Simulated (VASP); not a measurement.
# C (Fm-3m) in VASP: notebook

One crystal, C, is run at these levels: PBE; tasks: single point, relaxation of cell and atoms.

All numbers are computed with VASP 6.6.1; they aren't measurements. Logs are shortened: lines on timing, memory, paths and dates and some standing lists are left out, and cuts for length are marked.

**1. The crystal as given**

The structure is cubic, space group Fm-3m (No. 225). Conventional cell: a = 6.694 Å, b = 6.694 Å, c = 6.694 Å, α = 90.00°, β = 90.00°, γ = 90.00°. Around C (site symmetry -43m) lie 4 C at 1.54 Å. Around C (site symmetry 3m) lie 4 C at 1.54 to 1.57 Å.

The cell was built by a generator and needn't be a form met in nature.

**2. Single point, PBE**

File INCAR:

```
ALGO = Fast
EDIFF = 1E-6
ENCUT = 520
GGA = PE
ISIF = 2
ISMEAR = 0
LASPH = T
LCHARG = F
LREAL = F
LWAVE = F
NBANDS = 31
NELM = 60
PREC = Accurate
SIGMA = 0.02
```

File KPOINTS:

```
k-points
0
Gamma
  8 8 8
```

File POSCAR:

```
C
1.0
    0.0000000000      3.3470094903      3.3470094903
    3.3470094903      0.0000000000      3.3470094903
    3.3470094903      3.3470094903      0.0000000000
C
10
Direct
    0.2500000000      0.2500000000      0.2500000000
    0.8824013106      0.8824013106      0.8824013106
    0.8824013106      0.8824013106      0.3527960682
    0.8824013106      0.3527960682      0.8824013106
    0.3527960682      0.8824013106      0.8824013106
    0.6472039318      0.1175986894      0.1175986894
    0.1175986894      0.1175986894      0.6472039318
    0.1175986894      0.6472039318      0.1175986894
    0.1175986894      0.1175986894      0.1175986894
    0.7500000000      0.7500000000      0.7500000000
```

Potentials or basis: VASP PAW PBE potentials, release 64 (C).

On the command line:

```
$ cat potpaw_PBE.64/C/POTCAR > POTCAR
$ mpirun -np 1 vasp_std > vasp.out
```

OUTCAR:

```text
EDIFF = 1E-6
   ENCUT = 520
   GGA = PE
   ISIF = 2
   ISMEAR = 0
   LASPH = T
   LREAL = F
   NELM = 60
   PREC = Accurate

 ion  position               nearest neighbor table
   1  0.250  0.250  0.250-   6 1.54   7 1.54   8 1.54   9 1.54
   2  0.882  0.882  0.882-  10 1.54   7 1.57   8 1.57   6 1.57
   3  0.882  0.882  0.353-  10 1.54   9 1.57   6 1.57   8 1.57
   4  0.882  0.353  0.882-  10 1.54   9 1.57   6 1.57   7 1.57
   5  0.353  0.882  0.882-  10 1.54   9 1.57   7 1.57   8 1.57
   6  0.647  0.118  0.118-   1 1.54   2 1.57   3 1.57   4 1.57
   7  0.118  0.118  0.647-   1 1.54   2 1.57   4 1.57   5 1.57
   8  0.118  0.647  0.118-   1 1.54   2 1.57   3 1.57   5 1.57
   9  0.118  0.118  0.118-   1 1.54   3 1.57   4 1.57   5 1.57
  10  0.750  0.750  0.750-   3 1.54   4 1.54   5 1.54   2 1.54

  LATTYP: Found a face centered cubic cell.
 ALAT       =     6.6940189806

  Lattice vectors:

 A1 = (   0.0000000000,   3.3470094903,   3.3470094903)
 A2 = (   3.3470094903,   0.0000000000,   3.3470094903)
 A3 = (   3.3470094903,   3.3470094903,   0.0000000000)

Analysis of symmetry for initial positions (statically):
=====================================================================
 Subroutine PRICEL returns:
 Original cell was already a primitive cell.

 Routine SETGRP: Setting up the symmetry group for a
 face centered cubic supercell.

 Subroutine GETGRP returns: Found 48 space group operations
 (whereof 48 operations were pure point group operations)
 out of a pool of 48 trial point group operations.

The static configuration has the point symmetry O_h .

Analysis of symmetry for dynamics (positions and initial velocities):
=====================================================================
 Subroutine PRICEL returns:
 Original cell was already a primitive cell.

 Routine SETGRP: Setting up the symmetry group for a
 face centered cubic supercell.

 Subroutine GETGRP returns: Found 48 space group operations
 (whereof 48 operations were pure point group operations)
 out of a pool of 48 trial point group operations.

The dynamic configuration has the point symmetry O_h .

 Subroutine INISYM returns: Found 48 space group operations
 (whereof 48 operations are pure point group operations),
 and found     1 'primitive' translations

----------------------------------------------------------------------------------------

                                     Primitive cell

  volume of cell :      74.9896

  direct lattice vectors                    reciprocal lattice vectors
     0.000000000  3.347009490  3.347009490    -0.149387088  0.149387088  0.149387088
     3.347009490  0.000000000  3.347009490     0.149387088 -0.149387088  0.149387088
     3.347009490  3.347009490  0.000000000     0.149387088  0.149387088 -0.149387088

  length of vectors
     4.733386215  4.733386215  4.733386215     0.258746026  0.258746026  0.258746026

  position of ions in fractional coordinates (direct lattice)
     0.250000000  0.250000000  0.250000000
     0.882401311  0.882401311  0.882401311
     0.882401311  0.882401311  0.352796068
     0.882401311  0.352796068  0.882401311
     0.352796068  0.882401311  0.882401311
     0.647203932  0.117598689  0.117598689
     0.117598689  0.117598689  0.647203932
     0.117598689  0.647203932  0.117598689
     0.117598689  0.117598689  0.117598689
     0.750000000  0.750000000  0.750000000

  ion indices of the primitive-cell ions
   primitive index   ion index
                 1           1
                 2           2
                 3           3
                 4           4
                 5           5
                 6           6
                 7           7
                 8           8
                 9           9
                10          10

----------------------------------------------------------------------------------------

 KPOINTS: k-points

Automatic generation of k-mesh.
 Grid dimensions read from file:
 generate k-points for:    8    8    8

 Generating k-lattice:

  Cartesian coordinates                     Fractional coordinates (reciprocal lattice)
    -0.018673386  0.018673386  0.018673386     0.125000000  0.000000000  0.000000000
     0.018673386 -0.018673386  0.018673386     0.000000000  0.125000000  0.000000000
     0.018673386  0.018673386 -0.018673386     0.000000000  0.000000000  0.125000000

  Length of vectors
     0.032343253  0.032343253  0.032343253

  Shift w.r.t. Gamma in fractional coordinates (k-lattice)
     0.000000000  0.000000000  0.000000000

 Subroutine IBZKPT returns following result:
 ===========================================

 Found     29 irreducible k-points:

 Following reciprocal coordinates:
            Coordinates               Weight
  0.000000  0.000000  0.000000      1.000000
  0.125000  0.000000  0.000000      8.000000
  0.250000  0.000000  0.000000      8.000000
  0.375000  0.000000  0.000000      8.000000
  0.500000  0.000000  0.000000      4.000000
  0.125000  0.125000  0.000000      6.000000
[... 16 lines left out ...]
  0.500000  0.250000  0.125000     48.000000
 -0.375000  0.250000  0.125000     24.000000
 [... further k-points ...]
   k-points           NKPTS =     29   k-points in BZ     NKDIM =     29   number of bands    NBANDS=     31
   number of dos      NEDOS =    301   number of ions     NIONS =     10
   total plane-waves  NPLWV =  46656
   dimension x,y,z NGX =    36 NGY =   36 NGZ =   36
   dimension x,y,z NGXF=    72 NGYF=   72 NGZF=   72
   ions per type =              10
   NGX,Y,Z   is equivalent  to a cutoff of  12.64, 12.64, 12.64 a.u.
   NGXF,Y,Z  is equivalent  to a cutoff of  25.29, 25.29, 25.29 a.u.
 SYSTEM =  unknown system
   PREC   = accura    normal or accurate (medium, high low for compatibility)
   ISTART =      0    job   : 0-new  1-cont  2-samecut
   ICHARG =      2    charge: 1-file 2-atom 10-const
   ISPIN  =      1    spin polarized calculation?
   LNONCOLLINEAR =      F non collinear calculations
   LSORBIT =      F    spin-orbit coupling
   LASPH  =      T    aspherical Exc in radial PAW
   ENCUT  =  520.0 eV  38.22 Ry    6.18 a.u.   8.80  8.80  8.80*2*pi/ulx,y,z
   NELM   =     60;   NELMIN=  2; NELMDL= -5     # of ELM steps
   EDIFF  = 0.1E-05   stopping-criterion for ELM
   LREAL  =      F    real-space projection
   EDIFFG = 0.1E-04   stopping-criterion for IOM
   NSW    =      0    number of steps for IOM
   IBRION =     -1    ionic relax: 0-MD 1-quasi-New 2-CG
   NFREE  =      0    steps in history (QN), initial steepest desc. (CG)
   ISIF   =      2    stress and relaxation
   ISYM   =      2    0-nonsym 1-usesym 2-fastsym
   POTIM  = 0.5000    time-step for ionic-motion
   TEBEG  =    0.0;   TEEND  =   0.0 temperature during run
   PSTRESS=    0.0 pullay stress
   NELECT =      40.0000    total number of electrons
   NUPDOWN=      -1.0000    fix difference up-down
   EMIN   =  10.00;   EMAX   =-10.00  energy-range for DOS
   EFERMI =   0.00;   METHOD = LEGACY
   ISMEAR =     0;   SIGMA  =   0.02  broadening in eV -4-tet -1-fermi 0-gaus
   EFERMI_NEDOS =   21; number of points for ismear=-14 and -15
   IALGO  =     68    algorithm
   IMIX   =      4    mixing-type and parameters
     AMIX     =   0.40;   BMIX     =  1.00
     AMIX_MAG =   1.60;   BMIX_MAG =  1.00
  volume/ion in A,a.u.               =       7.50        50.61
  Fermi-wavevector in a.u.,A,eV,Ry     =   1.327683  2.508958 23.983580  1.762743
  Thomas-Fermi vector in A             =   2.456977
   LORBIT       =      0    0 simple, 1 ext, 2 COOP (PROOUT), +10 PAW based schemes
   GGA     = PE    functional components
   LHFCALC =     F    Hartree Fock is set to
   AEXX    =    0.0000 exact exchange contribution
   IVDW    =     0    specifies the selected vdW correction
   LEPSILON=     F    determine dielectric tensor
   LRPA    =     F    only Hartree local field effects (RPA)
 non-spin polarized calculation
 RMM-DIIS sequential band-by-band and
 Gauss-broadening in eV      SIGMA  =   0.02
  energy-cutoff  :      520.00
  volume of cell :       74.99
 maximum number of plane-waves:      2044
   NGX = 17   NGY = 17   NGZ = 17

 number of electron      40.0000001 magnetization

 Free energy of the ion-electron system (eV)
  ---------------------------------------------------
  ext. energy  EPLUGINS =         0.00000000
  ---------------------------------------------------
  free energy    TOTEN  =       -85.01031803 eV

  energy without entropy =      -85.01031803  energy(sigma->0) =      -85.01031803

 E-fermi :   6.2425     XC(G=0): -11.0676

 val. band max:        6.1032139635   @ k =   0.0000   0.0000   0.0000
 cond. band min:       8.3344261337   @ k =   0.5000   0.0000   0.0000
 fundamental gap:      2.2312121702
 Fermi energy:         6.2425050497

 k-point     1 :       0.0000    0.0000    0.0000
  band No.  band energies     occupation
      1     -14.4878      2.00000
      2      -8.3030      2.00000
      3      -8.0289      2.00000
      4      -7.0746      2.00000
      5      -7.0746      2.00000
      6      -7.0746      2.00000
[... 23 lines left out ...]
     30      16.1992      0.00000
     31      17.0653      0.00000

 k-point     2 :       0.1250    0.0000    0.0000
  band No.  band energies     occupation
      1     -14.4126      2.00000
      2      -8.8304      2.00000
      3      -8.2417      2.00000
      4      -7.1687      2.00000
      5      -7.1687      2.00000
      6      -6.7013      2.00000
[... 23 lines left out ...]
     30      16.1180      0.00000
     31      17.2627      0.00000

 k-point     3 :       0.2500    0.0000    0.0000
  band No.  band energies     occupation
      1     -14.2074      2.00000
      2      -9.7286      2.00000
      3      -8.5906      2.00000
      4      -7.3566      2.00000
      5      -7.3566      2.00000
      6      -6.0320      2.00000
[... 703 lines left out ...]
     30      16.4876      0.00000
     31      16.9905      0.00000

 k-point    24 :      -0.3750    0.2500    0.1250
  band No.  band energies     occupation
      1     -13.6936      2.00000
      2     -10.6317      2.00000
      3      -9.8442      2.00000
      4      -7.8448      2.00000
      5      -6.6548      2.00000
      6      -5.8447      2.00000
[... 23 lines left out ...]
     30      16.5242      0.00000
     31      17.2273      0.00000

 [... further k-points ...]

------------------------ aborting loop because EDIFF is reached ----------------------------------------

  FORCE on cell =-STRESS in cart. coord.  units (eV):
  Direction    XX          YY          ZZ          XY          YZ          ZX
  --------------------------------------------------------------------------------------
  -------------------------------------------------------------------------------------
  Total        0.2488931      0.2488931      0.2488931      0.0000000      0.0000000     -0.0000000
  in kB        5.3176845      5.3176845      5.3176845      0.0000000      0.0000000     -0.0000000
  external PRESSURE =       5.3176845 kB  Pullay stress =       0.0000000 kB

 VOLUME and BASIS-vectors are now :
 -----------------------------------------------------------------------------
  energy-cutoff  :      520.00
  volume of cell :       74.99
      direct lattice vectors                 reciprocal lattice vectors
     0.000000000  3.347009490  3.347009490    -0.149387088  0.149387088  0.149387088
     3.347009490  0.000000000  3.347009490     0.149387088 -0.149387088  0.149387088
     3.347009490  3.347009490  0.000000000     0.149387088  0.149387088 -0.149387088

 POSITION                                       TOTAL-FORCE (eV/Angst)
 -----------------------------------------------------------------------------------
      1.67350      1.67350      1.67350        -0.000000      0.000000      0.000000
      5.90681      5.90681      5.90681        -0.011020     -0.011020     -0.011020
      4.13422      4.13422      5.90681         0.011020      0.011020     -0.011020
      4.13422      5.90681      4.13422         0.011020     -0.011020      0.011020
      5.90681      4.13422      4.13422        -0.011020      0.011020      0.011020
      0.78721      2.55980      2.55980         0.011020     -0.011020     -0.011020
      2.55980      2.55980      0.78721        -0.011020     -0.011020      0.011020
      2.55980      0.78721      2.55980        -0.011020      0.011020     -0.011020
      0.78721      0.78721      0.78721         0.011020      0.011020      0.011020
      5.02051      5.02051      5.02051         0.000000      0.000000      0.000000
 -----------------------------------------------------------------------------------
    total drift:                                0.000000      0.000000      0.000000

  FREE ENERGIE OF THE ION-ELECTRON SYSTEM (eV)
  ---------------------------------------------------
  free  energy   TOTEN  =       -85.0103180303 eV

  energy  without entropy=      -85.0103180303  energy(sigma->0) =      -85.01031803
```

It took 74 s on 1 thread of Intel Xeon Platinum 8488C (Sapphire Rapids), shared host; peak memory 0.21 GiB.

Results:

```
Free energy            : -85.0103 eV
Pressure               : 0.5 GPa
Largest force          : 0.019 eV/Å
Band gap on the k mesh : 2.23 eV, indirect (least direct gap 3.47 eV)
```

Forces in eV/Å, atoms in the order of the input:
```
C    0.000  0.000  0.000
C   -0.011 -0.011 -0.011
C    0.011  0.011 -0.011
C    0.011 -0.011  0.011
C   -0.011  0.011  0.011
C    0.011 -0.011 -0.011
C   -0.011 -0.011  0.011
C   -0.011  0.011 -0.011
C    0.011  0.011  0.011
C    0.000  0.000  0.000
```

A k mesh can miss the band edges.

(Continued in part 2 of 3.)
